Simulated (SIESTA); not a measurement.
Runs of SIESTA 5.4.2 on Nb. The structure is cubic, space group Im-3m (No. 229). The conventional cell has a = 3.328 Å, b = 3.328 Å, c = 3.328 Å, α = 90.00°, β = 90.00°, γ = 90.00°. Nb (site symmetry m-3m) has 8 Nb at 2.88 Å as nearest neighbours. 

| task | level | potentials or basis | gap on the mesh (eV) | pressure (GPa) |
| --- | --- | --- | --- | --- |
| band structure | PBEsol | PseudoDojo 0.4 standard (PBEsol files), DZ (energy shift 0.003 Ry; two zetas on semicore shells) | none | -6.9 |
| band structure | PBE | PseudoDojo 0.4 standard (PBE files), DZP (energy shift 0.003 Ry; two zetas on semicore shells) | none | -0.7 |
| band structure | PBEsol | PseudoDojo 0.4 standard (PBEsol files), SZ (energy shift 0.003 Ry) | none | (b) |
| band structure | PBEsol | PseudoDojo 0.4 standard (PBEsol files), DZP (energy shift 0.003 Ry; two zetas on semicore shells) | none | -6.4 |
| band structure | PBEsol | PseudoDojo 0.4 standard (PBEsol files), TZDP (energy shift 0.003 Ry; two zetas on semicore shells) | none | (a) |
| band structure | PBEsol | PseudoDojo 0.4 standard (PBEsol files), TZP (energy shift 0.003 Ry; two zetas on semicore shells) | none | -7.4 |
| band structure | LDA | PseudoDojo 0.4 standard (LDA files), DZP (energy shift 0.003 Ry; two zetas on semicore shells) | none | -10.2 |
| band structure | PBEsol | PseudoDojo 0.4 standard (PBEsol files), SZP (energy shift 0.003 Ry) | none | (c) |

Alike in all rows: no spin polarisation; cell as given; k mesh 11 × 11 × 11; smearing fermi-dirac 0.05 eV; grid cutoff 800 Ry; energy shift 0.003 Ry.

Question: Estimate the missing entries.

Answer: (a) -7.2; (b) -9.7; (c) -5.2.

Caveats: the basis of atomic orbitals isn't converged, which shifts pressures, moduli and gaps; the basis has no polarisation orbitals (some runs).

A k mesh can miss the band edges, and the runs leave out spin-orbit coupling on Nb.

A gap of «none» marks a metal or a gap under the smearing width.
